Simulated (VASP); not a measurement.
# SiC (P6_3mc) in VASP: relaxation of cell and atoms with PBE

Aim: the relaxation of cell and atoms of SiC with PBE.

All numbers are computed with VASP 6.6.1; they aren't measurements. Logs are shortened: lines on timing, memory, paths and dates and some standing lists are left out, and cuts for length are marked.

## 1. The structure

It takes space group P6_3mc (No. 186, hexagonal). Conventional cell: a = 3.080 Å, b = 3.080 Å, c = 10.080 Å, α = 90.00°, β = 90.00°, γ = 120.00°. Si (site symmetry 3m) has 4 C at 1.89 Å as nearest neighbours. Si (site symmetry 3m) is surrounded by 4 C at 1.89 Å. C (site symmetry 3m) is surrounded by 4 Si at 1.89 Å. C (site symmetry 3m) has 4 Si at 1.89 Å as nearest neighbours.

The cell was built by a generator and needn't be a form met in nature.

## 2. Relaxation of cell and atoms, PBE

INCAR reads:

```
SYSTEM = SiC
ALGO = Normal
EDIFF = 1E-6
EDIFFG = -0.005
ENCUT = 600
GGA = PE
IBRION = 2
ISIF = 3
ISMEAR = -1
KPAR = 4
LASPH = .True.
LCHARG = .False.
LREAL = .False.
LWAVE = .False.
NELM = 60
NSW = 60
PREC = Accurate
SIGMA = 0.05
```

KPOINTS reads:

```
k-points
0
Gamma
  10 10 3
  0 0 0
```

POSCAR reads:

```
SiC
1.0
    3.0800000000      0.0000000000      0.0000000000
   -1.5400000000      2.6673582437      0.0000000000
    0.0000000000      0.0000000000     10.0800000000
Si C
4 4
Direct
    0.0000000000      0.0000000000      0.0000000000
    0.3333333333      0.6666666667      0.2500000000
    0.6666666667      0.3333333333      0.5000000000
    0.3333333333      0.6666666667      0.7500000000
    0.0000000000      0.0000000000      0.1875000000
    0.3333333333      0.6666666667      0.4375000000
    0.6666666667      0.3333333333      0.6875000000
    0.3333333333      0.6666666667      0.9375000000
```

Potentials or basis: VASP PAW PBE potentials, release 64 (Si, C).

Run with:

```sh
> cat potpaw_PBE.64/Si/POTCAR potpaw_PBE.64/C/POTCAR > POTCAR
> mpirun -np 4 vasp_std > vasp.out
```

OUTCAR:

```text
SYSTEM = SiC
   EDIFF = 1E-6
   EDIFFG = -0.005
   ENCUT = 600
   GGA = PE
   IBRION = 2
   ISIF = 3
   ISMEAR = -1
   LASPH = .True.
   LREAL = .False.
   NELM = 60
   NSW = 60
   PREC = Accurate

 ion  position               nearest neighbor table
   1  0.000  0.000  0.000-   8 1.89   8 1.89   8 1.89   5 1.89   4 3.08   2 3.08   4 3.08   2 3.08
                             2 3.08   4 3.08
   2  0.333  0.667  0.250-   5 1.89   5 1.89   5 1.89   6 1.89   1 3.08   3 3.08   3 3.08   1 3.08
                             1 3.08   3 3.08
   3  0.667  0.333  0.500-   6 1.89   6 1.89   6 1.89   7 1.89   2 3.08   4 3.08   4 3.08   2 3.08
                             4 3.08   2 3.08
   4  0.333  0.667  0.750-   7 1.89   7 1.89   7 1.89   8 1.89   3 3.08   1 3.08   3 3.08   1 3.08
                             1 3.08   3 3.08
   5  0.000  0.000  0.188-   2 1.89   2 1.89   2 1.89   1 1.89
   6  0.333  0.667  0.438-   3 1.89   3 1.89   3 1.89   2 1.89
   7  0.667  0.333  0.688-   4 1.89   4 1.89   4 1.89   3 1.89
   8  0.333  0.667  0.938-   1 1.89   1 1.89   1 1.89   4 1.89

  LATTYP: Found a hexagonal cell.
 ALAT       =     3.0800000000
 C/A-ratio  =     3.2727272727

  Lattice vectors:

 A1 = (   3.0800000000,   0.0000000000,   0.0000000000)
 A2 = (  -1.5400000000,   2.6673582437,   0.0000000000)
 A3 = (   0.0000000000,   0.0000000000,  10.0800000000)

Analysis of symmetry for initial positions (statically):
=====================================================================
 Subroutine PRICEL returns:
 Original cell was already a primitive cell.

 Routine SETGRP: Setting up the symmetry group for a
 hexagonal supercell.

 Subroutine GETGRP returns: Found 12 space group operations
 (whereof  6 operations were pure point group operations)
 out of a pool of 24 trial point group operations.

The static configuration has the point symmetry C_3v.
 The point group associated with its full space group is C_6v.

Analysis of symmetry for dynamics (positions and initial velocities):
=====================================================================
 Subroutine PRICEL returns:
 Original cell was already a primitive cell.

 Routine SETGRP: Setting up the symmetry group for a
 hexagonal supercell.

 Subroutine GETGRP returns: Found 12 space group operations
 (whereof  6 operations were pure point group operations)
 out of a pool of 24 trial point group operations.

The dynamic configuration has the point symmetry C_3v.
 The point group associated with its full space group is C_6v.

 Subroutine INISYM returns: Found 12 space group operations
 (whereof  6 operations are pure point group operations),
 and found     1 'primitive' translations

----------------------------------------------------------------------------------------

                                     Primitive cell

  volume of cell :      82.8119

  direct lattice vectors                    reciprocal lattice vectors
     3.080000000  0.000000000  0.000000000     0.324675325  0.187451386  0.000000000
    -1.540000000  2.667358244  0.000000000     0.000000000  0.374902772  0.000000000
     0.000000000  0.000000000 10.080000000     0.000000000  0.000000000  0.099206349

  length of vectors
     3.080000000  3.080000000 10.080000000     0.374902772  0.374902772  0.099206349

  position of ions in fractional coordinates (direct lattice)
     0.000000000  0.000000000  0.000000000
     0.333333333  0.666666667  0.250000000
     0.666666667  0.333333333  0.500000000
     0.333333333  0.666666667  0.750000000
     0.000000000  0.000000000  0.187500000
     0.333333333  0.666666667  0.437500000
     0.666666667  0.333333333  0.687500000
     0.333333333  0.666666667  0.937500000

  ion indices of the primitive-cell ions
   primitive index   ion index
                 1           1
                 2           2
                 3           3
                 4           4
                 5           5
                 6           6
                 7           7
                 8           8

----------------------------------------------------------------------------------------

 KPOINTS: k-points

Automatic generation of k-mesh.
 Grid dimensions read from file:
 generate k-points for:   10   10    3

 Generating k-lattice:

  Cartesian coordinates                     Fractional coordinates (reciprocal lattice)
     0.032467532  0.018745139  0.000000000     0.100000000 -0.000000000  0.000000000
     0.000000000  0.037490277  0.000000000     0.000000000  0.100000000  0.000000000
     0.000000000  0.000000000  0.033068783     0.000000000  0.000000000  0.333333333

  Length of vectors
     0.037490277  0.037490277  0.033068783

  Shift w.r.t. Gamma in fractional coordinates (k-lattice)
     0.000000000  0.000000000  0.000000000

 Subroutine IBZKPT returns following result:
 ===========================================

 Found     28 irreducible k-points:

 Following reciprocal coordinates:
            Coordinates               Weight
  0.000000  0.000000  0.000000      1.000000
  0.100000  0.000000  0.000000      6.000000
  0.200000  0.000000  0.000000      6.000000
  0.300000 -0.000000  0.000000      6.000000
  0.400000 -0.000000  0.000000      6.000000
  0.500000  0.000000  0.000000      3.000000
[... 16 lines left out ...]
  0.300000  0.100000  0.333333     24.000000
  0.400000  0.100000  0.333333     24.000000
 [... further k-points ...]
   k-points           NKPTS =     28   k-points in BZ     NKDIM =     28   number of bands    NBANDS=     21
   number of dos      NEDOS =    301   number of ions     NIONS =      8
   total plane-waves  NPLWV =  65856
   dimension x,y,z NGX =    28 NGY =   28 NGZ =   84
   dimension x,y,z NGXF=    56 NGYF=   56 NGZF=  168
   ions per type =               4   4
   NGX,Y,Z   is equivalent  to a cutoff of  15.11, 15.11, 13.85 a.u.
   NGXF,Y,Z  is equivalent  to a cutoff of  30.23, 30.23, 27.71 a.u.
 SYSTEM =  SiC
   PREC   = accura    normal or accurate (medium, high low for compatibility)
   ISTART =      0    job   : 0-new  1-cont  2-samecut
   ICHARG =      2    charge: 1-file 2-atom 10-const
   ISPIN  =      1    spin polarized calculation?
   LNONCOLLINEAR =      F non collinear calculations
   LSORBIT =      F    spin-orbit coupling
   LASPH  =      T    aspherical Exc in radial PAW
   ENCUT  =  600.0 eV  44.10 Ry    6.64 a.u.   6.15  6.15 20.13*2*pi/ulx,y,z
   NELM   =     60;   NELMIN=  2; NELMDL= -5     # of ELM steps
   EDIFF  = 0.1E-05   stopping-criterion for ELM
   LREAL  =      F    real-space projection
   EDIFFG = -.5E-02   stopping-criterion for IOM
   NSW    =     60    number of steps for IOM
   IBRION =      2    ionic relax: 0-MD 1-quasi-New 2-CG
   NFREE  =      1    steps in history (QN), initial steepest desc. (CG)
   ISIF   =      3    stress and relaxation
   ISYM   =      2    0-nonsym 1-usesym 2-fastsym
   POTIM  = 0.5000    time-step for ionic-motion
   TEBEG  =    0.0;   TEEND  =   0.0 temperature during run
   PSTRESS=    0.0 pullay stress
   NELECT =      32.0000    total number of electrons
   NUPDOWN=      -1.0000    fix difference up-down
   EMIN   =  10.00;   EMAX   =-10.00  energy-range for DOS
   EFERMI =   0.00;   METHOD = LEGACY
   ISMEAR =    -1;   SIGMA  =   0.05  broadening in eV -4-tet -1-fermi 0-gaus
   EFERMI_NEDOS =   21; number of points for ismear=-14 and -15
   IALGO  =     38    algorithm
   IMIX   =      4    mixing-type and parameters
     AMIX     =   0.40;   BMIX     =  1.00
     AMIX_MAG =   1.60;   BMIX_MAG =  1.00
  volume/ion in A,a.u.               =      10.35        69.86
  Fermi-wavevector in a.u.,A,eV,Ry     =   1.192415  2.253337 19.345479  1.421853
  Thomas-Fermi vector in A             =   2.328453
   LORBIT       =      0    0 simple, 1 ext, 2 COOP (PROOUT), +10 PAW based schemes
   GGA     = PE    functional components
   LHFCALC =     F    Hartree Fock is set to
   AEXX    =    0.0000 exact exchange contribution
   IVDW    =     0    specifies the selected vdW correction
   LEPSILON=     F    determine dielectric tensor
   LRPA    =     F    only Hartree local field effects (RPA)
 conjugate gradient relaxation of ions
 non-spin polarized calculation
  energy-cutoff  :      600.00
  volume of cell :       82.81
 maximum number of plane-waves:      2784
 NGX is ok and might be reduce to    28
   NGX = 13   NGY = 13   NGZ = 41

--------------------------------------- Ionic step        1  -------------------------------------------

 number of electron      32.0000001 magnetization

 Free energy of the ion-electron system (eV)
  ---------------------------------------------------
  ext. energy  EPLUGINS =         0.00000000
  ---------------------------------------------------
  free energy    TOTEN  =       -60.24250292 eV

  energy without entropy =      -60.24250292  energy(sigma->0) =      -60.24250292

------------------------ aborting loop because EDIFF is reached ----------------------------------------

  FORCE on cell =-STRESS in cart. coord.  units (eV):
  Direction    XX          YY          ZZ          XY          YZ          ZX
  --------------------------------------------------------------------------------------
  -------------------------------------------------------------------------------------
  Total        1.4127806      1.4127806      1.6379847      0.0000000      0.0000000      0.0000000
  in kB       27.3333402     27.3333402     31.6904085      0.0000000      0.0000000      0.0000000
  external PRESSURE =      28.7856963 kB  Pullay stress =       0.0000000 kB
[... 153 lines left out ...]
  energy  without entropy=      -60.2531080841  energy(sigma->0) =      -60.25310808

--------------------------------------- Ionic step        5  -------------------------------------------

 number of electron      32.0000001 magnetization

 Free energy of the ion-electron system (eV)
  ---------------------------------------------------
  ext. energy  EPLUGINS =         0.00000000
  ---------------------------------------------------
  free energy    TOTEN  =       -60.25311380 eV

  energy without entropy =      -60.25311380  energy(sigma->0) =      -60.25311380

 E-fermi :   9.0567     XC(G=0): -11.2933

 val. band max:        8.0197940946   @ k =   0.0000   0.0000   0.0000
 cond. band min:      10.2426342506   @ k =   0.5000   0.0000   0.0000
 fundamental gap:      2.2228401560
 Fermi energy:         9.0567322002

 k-point     1 :       0.0000    0.0000    0.0000
  band No.  band energies     occupation
      1      -7.3524      2.00000
      2      -6.1886      2.00000
      3      -6.1526      2.00000
      4      -3.8373      2.00000
      5      -0.5130      2.00000
      6       3.6650      2.00000
[... 550 lines left out ...]
      5      -0.0541      2.00000
      6       0.2876      2.00000
[... 13 lines left out ...]
     20      12.8752      0.00000
     21      13.9770      0.00000

 [... further k-points ...]
[... 5 lines left out ...]
  --------------------------------------------------------------------------------------
  -------------------------------------------------------------------------------------
  Total       -0.0079942     -0.0079942      0.0113694      0.0000000      0.0000000     -0.0000000
  in kB       -0.1526360     -0.1526360      0.2170783      0.0000000      0.0000000     -0.0000000
  external PRESSURE =      -0.0293979 kB  Pullay stress =       0.0000000 kB
[... 23 lines left out ...]
  FREE ENERGIE OF THE ION-ELECTRON SYSTEM (eV)
  ---------------------------------------------------
  free  energy   TOTEN  =       -60.2531138040 eV

  energy  without entropy=      -60.2531138040  energy(sigma->0) =      -60.25311380

 reached required accuracy - stopping structural energy minimisation
```

Run time: 42 s. Hardware: 4 MPI ranks of Intel Xeon Platinum 8488C (Sapphire Rapids), shared host; peak memory 0.25 GiB.

What came out:

| Property | Result |
| --- | --- |
| Free energy | -60.2531 eV |
| Relaxed volume | 10.49 Å³/atom |
| Relaxed cell | a = 3.093 Å, b = 3.093 Å, c = 10.127 Å, α = 90.00°, β = 90.00°, γ = 120.00° |
| Space group after relaxing (to 0.05 Å) | P6_3mc (No. 186) |
| Energy gained by relaxing | 1.3 meV/atom |
| Ionic steps | 5 |
| Pressure after relaxing | 0.0 GPa |
| Largest force after relaxing | 0.004 eV/Å |
| Band gap on the k mesh | 2.22 eV, indirect (least direct gap 3.34 eV) |

Forces on the atoms (eV/Å):
```
Si   0.000  0.000 -0.003
Si   0.000  0.000 -0.003
Si   0.000  0.000 -0.003
Si   0.000  0.000 -0.003
C    0.000  0.000  0.004
C    0.000  0.000  0.003
C    0.000  0.000  0.004
C    0.000  0.000  0.003
```

Step by step:
```tsv
step	energy change (eV)	largest force (eV/Å)	pressure (GPa)	volume (Å³)
1	0.0000	0.1448	2.88	82.81
2	0.0001	0.0850	-2.81	85.06
3	-0.0106	0.0262	-0.03	83.92
4	-0.0106	0.0118	0.00	83.91
5	-0.0106	0.0039	0.00	83.91
```

Final structure:
```
Si C
1.0
     3.09328    0.00000    0.00000
    -1.54664    2.67886    0.00000
     0.00000    0.00000   10.12654
Si C
4 4
Direct
  0.00000 0.00000 0.99991
  0.33333 0.66667 0.24986
  0.66667 0.33333 0.49991
  0.33333 0.66667 0.74986
  0.00000 0.00000 0.18793
  0.33333 0.66667 0.43730
  0.66667 0.33333 0.68793
  0.33333 0.66667 0.93730
```

Levels at points of the mesh, in eV from the valence-band top:
```csv
k point,band 13,band 14,band 15,band 16,band 17,band 18,band 19,band 20
"(0.00, 0.00, 0.00)",-0.58,-0.05,0.00,0.00,4.97,5.55,6.13,6.19
"(0.50, 0.00, 0.00)",-2.34,-2.20,-1.57,-1.12,2.22,2.34,4.18,4.66
```

Caveat: an odd mesh through Γ misses points on the zone boundary, where band edges often lie.
